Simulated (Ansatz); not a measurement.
# CoSi2: the cost of one run

Method: DFT r2SCAN, scalar-relativistic, plane waves, PAW, in Ansatz 0.2.0.

## (1) The structure to begin with

The structure is cubic, space group Fm-3m (No. 225). Conventional cell: a = 5.365 Å, b = 5.365 Å, c = 5.365 Å, α = 90.00°, β = 90.00°, γ = 90.00°. Co (site symmetry m-3m) is surrounded by 8 Si at 2.32 Å. Around Si (site symmetry -43m) lie 4 Co at 2.32 Å.

Coordinates:

```xyz
12
Lattice="5.3650 0.0000 0.0000 0.0000 5.3650 0.0000 0.0000 0.0000 5.3650" Properties=species:S:1:pos:R:3 pbc="T T T"
Co    0.0000    0.0000    0.0000
Co    0.0000    2.6825    2.6825
Co    2.6825    0.0000    2.6825
Co    2.6825    2.6825    0.0000
Si    1.3413    1.3413    1.3413
Si    4.0237    4.0237    4.0237
Si    1.3413    4.0237    4.0237
Si    4.0237    1.3413    1.3413
Si    4.0237    1.3413    4.0237
Si    1.3413    4.0237    1.3413
Si    4.0237    4.0237    1.3413
Si    1.3413    1.3413    4.0237
```

## (2) Relaxing cell and atoms: CoSi2, no spin

The input, input.yaml:

```yaml
crystal:
  lattice:
    - [5.365, 0.0, 0.0]
    - [0.0, 5.365, 0.0]
    - [0.0, 0.0, 5.365]
  atoms:
    - { symbol: Co, position: [0.0, 0.0, 0.0] }
    - { symbol: Co, position: [0.0, 0.5, 0.5] }
    - { symbol: Co, position: [0.5, 0.0, 0.5] }
    - { symbol: Co, position: [0.5, 0.5, 0.0] }
    - { symbol: Si, position: [0.25, 0.25, 0.25] }
    - { symbol: Si, position: [0.75, 0.75, 0.75] }
    - { symbol: Si, position: [0.25, 0.75, 0.75] }
    - { symbol: Si, position: [0.75, 0.25, 0.25] }
    - { symbol: Si, position: [0.75, 0.25, 0.75] }
    - { symbol: Si, position: [0.25, 0.75, 0.25] }
    - { symbol: Si, position: [0.75, 0.75, 0.25] }
    - { symbol: Si, position: [0.25, 0.25, 0.75] }
scf:
  occupations: { method: methfessel_paxton, width: 0.1 }
output:
  forces: true
  stress: true
  eigenvalues: true
  write_density: true
  write_potential: true
  elf: true
  volumetric_format: npy
kpoints:
  mp_grid: { grid: [10, 10, 10] }
hamiltonian:
  xc: r2scan
relax:
  f_tol: 0.005
  adjacent_minimum: "off"
  cell: { stress_tol: 0.03, fix: [shape] }
```

Command:

```bash
ansatz run input.yaml --threads 4 --pin off --max-ram 10240MiB --backend cpu --events-out ev --progress --plain --runs-dir out
```

Q: Estimate wall time and peak memory on 4 threads of Intel Xeon Platinum 8375C at 2.90GHz (Ice Lake), shared host.

About 3.4 min, with a peak of 1.2 GiB.
